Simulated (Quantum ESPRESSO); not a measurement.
Set up this calculation in Quantum ESPRESSO 7.5, as an ASE script.

| Property | Result |
| --- | --- |
| Task | single point |
| Functional | PBE |
| Potentials or basis | SSSP 1.3 efficiency PBE |
| Cutoff | 748 eV |
| Density cutoff | 5987 eV |
| k mesh | 8 × 8 × 6 |
| Occupations | fermi-dirac, width 0.05 eV |
| Spin | no spin polarisation |
| Mixing beta | 0.5 |
| Most SCF iterations | 120 |
| SCF threshold | 8e-10 Ry |

The structure of CuO lies in CuO.cif:

```cif
data_CuO
_cell_length_a 3.17549550
_cell_length_b 3.17549550
_cell_length_c 4.64953187
_cell_angle_alpha 90.00000000
_cell_angle_beta 90.00000000
_cell_angle_gamma 90.00000000
_space_group_name_H-M_alt 'P4/nmm'
_space_group_name_Hall 'P 4ab 2ab -1ab'
_space_group_IT_number 129
loop_
_space_group_symop_operation_xyz
'x,y,z'
'-y+1/2,x+1/2,z'
'-x,-y,z'
'y+1/2,-x+1/2,z'
'x+1/2,-y+1/2,-z'
'-y,-x,-z'
'-x+1/2,y+1/2,-z'
'y,x,-z'
'-x+1/2,-y+1/2,-z'
'y,-x,-z'
'x+1/2,y+1/2,-z'
'-y,x,-z'
'-x,y,z'
'y+1/2,x+1/2,z'
'x,-y,z'
'-y+1/2,-x+1/2,z'
loop_
_atom_site_label
_atom_site_type_symbol
_atom_site_symmetry_multiplicity
_atom_site_Wyckoff_symbol
_atom_site_fract_x
_atom_site_fract_y
_atom_site_fract_z
_atom_site_occupancy
Cu1 Cu 2 a 0.0000000000 0.0000000000 0.0000000000 1
O1 O 2 c 0.5000000000 0.0000000000 0.2670000000 1
```

The cell was built by a generator and needn't be a form met in nature.

One way to write it, as run:

run.py

```python
import numpy as np
from ase.calculators.espresso import Espresso, EspressoProfile
import spglib
from ase import Atoms
from ase.io import read

atoms = read('CuO.cif')
cell, pos, num = spglib.standardize_cell((atoms.cell[:], atoms.get_scaled_positions(), atoms.numbers), to_primitive=True, symprec=1e-4)
atoms = Atoms(numbers=num, cell=cell, scaled_positions=pos, pbc=True)

input_data = {
    'control': {'calculation': 'scf', 'prefix': 'pwscf', 'outdir': './tmp', 'tprnfor': True, 'tstress': True, 'disk_io': 'nowf'},
    'system': {'ecutwfc': 55.0, 'ecutrho': 440.0, 'nbnd': 25, 'occupations': 'smearing', 'smearing': 'fd', 'degauss': 0.00367493},
    'electrons': {'conv_thr': 8e-10, 'electron_maxstep': 120, 'mixing_beta': 0.5},
}
pseudopotentials = {'O': 'O.pbe-n-kjpaw_psl.0.1.UPF', 'Cu': 'Cu.paw.z_11.ld1.psl.v1.0.0-low.upf'}
profile = EspressoProfile(command='pw.x', pseudo_dir='pseudo')
dft = Espresso(profile=profile, input_data=input_data, pseudopotentials=pseudopotentials, kpts=(8, 8, 6), koffset=(0, 0, 0))
atoms.calc = dft

print(f'energy {atoms.get_potential_energy():.8f} eV')
print('forces (eV/A)')
print(np.round(atoms.get_forces(), 6))
print('stress (eV/A^3, Voigt)')
print(np.round(atoms.get_stress(), 8))
print(f'Fermi level {dft.get_fermi_level():.4f} eV')
```

Potentials or basis: SSSP 1.3 efficiency PBE.

Command:

```console
$ OMP_NUM_THREADS=1 python run.py
```

Results of the run:

| Item | Value |
| --- | --- |
| Pressure | 16.8 GPa |
| Largest force | 0.884 eV/Å |
| Band gap on the k mesh | none (metal or under the smearing width) |

Caveat: so large a pressure means that the cell lies far from this level's equilibrium, or that cutoff or potentials fall short; the run has no spin polarisation, though such a crystal can be magnetic; semilocal functionals often make such compounds metallic where correlation or magnetic order opens a gap, which also shifts bond lengths.

It took 51 s on 1 thread of Arm Neoverse V2, with other jobs on the host, peak memory 0.27 GiB.
